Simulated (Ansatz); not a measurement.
# Si16Ge: the cost of one run

Method: DFT PBE, plane waves, PAW, scalar-relativistic, no spin polarisation, in Ansatz 0.2.0.

## 1. The starting structure

The cell holds 17 atoms (GeSi16): a = 7.679 Å, b = 7.679 Å, c = 7.679 Å, α = 60.00°, β = 60.00°, γ = 60.00°.

Structure file:

```
Si Ge
1.0
     0.00000    5.43000    5.43000
     5.43000    0.00000    5.43000
     5.43000    5.43000    0.00000
Si Ge
16 1
Direct
  0.00000 0.00000 0.00000
  0.12500 0.12500 0.12500
  0.00000 0.00000 0.50000
  0.12500 0.12500 0.62500
  0.00000 0.50000 0.00000
  0.12500 0.62500 0.12500
  0.00000 0.50000 0.50000
  0.12500 0.62500 0.62500
  0.50000 0.00000 0.00000
  0.62500 0.12500 0.12500
  0.50000 0.00000 0.50000
  0.62500 0.12500 0.62500
  0.50000 0.50000 0.00000
  0.62500 0.62500 0.12500
  0.50000 0.50000 0.50000
  0.62500 0.62500 0.62500
  0.87758 0.37493 0.86992
```

## 2. End point A

input.yaml reads:

```yaml
crystal:
  lattice:
    - [0.0, 5.43, 5.43]
    - [5.43, 0.0, 5.43]
    - [5.43, 5.43, 0.0]
  atoms:
    - { symbol: Si, position: [0.0, 0.0, 0.0] }
    - { symbol: Si, position: [0.125, 0.125, 0.125] }
    - { symbol: Si, position: [0.0, 0.0, 0.5] }
    - { symbol: Si, position: [0.125, 0.125, 0.625] }
    - { symbol: Si, position: [0.0, 0.5, 0.0] }
    - { symbol: Si, position: [0.125, 0.625, 0.125] }
    - { symbol: Si, position: [0.0, 0.5, 0.5] }
    - { symbol: Si, position: [0.125, 0.625, 0.625] }
    - { symbol: Si, position: [0.5, 0.0, 0.0] }
    - { symbol: Si, position: [0.625, 0.125, 0.125] }
    - { symbol: Si, position: [0.5, 0.0, 0.5] }
    - { symbol: Si, position: [0.625, 0.125, 0.625] }
    - { symbol: Si, position: [0.5, 0.5, 0.0] }
    - { symbol: Si, position: [0.625, 0.625, 0.125] }
    - { symbol: Si, position: [0.5, 0.5, 0.5] }
    - { symbol: Si, position: [0.625, 0.625, 0.625] }
    - { symbol: Ge, position: [0.8775822, 0.3749283, 0.8699186] }
basis:
  ecutwfc: 420.0
kpoints:
  mp_grid: { grid: [2, 2, 2] }
hamiltonian:
  xc: pbe
  pseudopotentials: { kind: paw, azcp: { folder: soft_1 } }
scf:
  occupations: { method: gaussian, width: 0.02 }
  lower_state_search: "off"
relax:
  f_tol: 0.03
  max_steps: 60
  adjacent_minimum: "off"
```

Command:

```
$ ansatz run input.yaml --threads 1 --pin off --max-ram 3072MiB --backend cpu --events-out ev --progress --plain --runs-dir out
```

Q: Estimate wall time and peak memory on 1 thread of Arm Neoverse V1, shared host.

About 44 s, with a peak of 0.53 GiB.
